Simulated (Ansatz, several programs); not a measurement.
MgTe (started from an entry of an open crystallographic database), relaxed with PBE in Ansatz (plane waves, PAW): it is hexagonal, P6_3mc (No. 186); a = 4.607 Å, c = 7.506 Å in the conventional setting, 34.49 Å³ an atom. Around Mg lie 4 Te at 2.82 Å; around Te lie 4 Mg at 2.82 Å. The cell was then scaled with its shape and fractional coordinates held, which makes it stiffer than a relaxed compression. The values are computed, spin-unpolarised, and not measurements.

```csv
V (Å³/atom),E (meV/atom)
32.422,14.55
33.457,3.43
34.492,0.00
36.562,11.92
```

Q: Pass a cubic E = c₀ + c₁u + c₂u² + c₃u³, with u = V − 34.233 Å³, through these points.

A: c₀ = 0.20, c₁ = -1.577, c₂ = 3.214, c₃ = -0.1612 (meV and Å³).

Q: Where is the minimum, and what bulk modulus follows?

A: dE/du = 0 at u = +0.250, so V₀ = 34.48 Å³. B = V₀ d²E/dV² = 34.48 × (2c₂ + 6c₃u) = 34.48 × 6.186 = 213 meV/Å³, and 1 meV/Å³ is 0.16022 GPa: 34 GPa. A third-order Birch-Murnaghan fit to all five points gives 34.49 Å³ and 34 GPa.

Q: Predict the energy and the pressure at the withheld volume, 35.527 Å³.

A: With u = +1.294: E ≈ 3.19 meV and P = −dE/dV ≈ -0.95 GPa. The run gives 3.14 meV and, from its stress, -0.95 GPa.
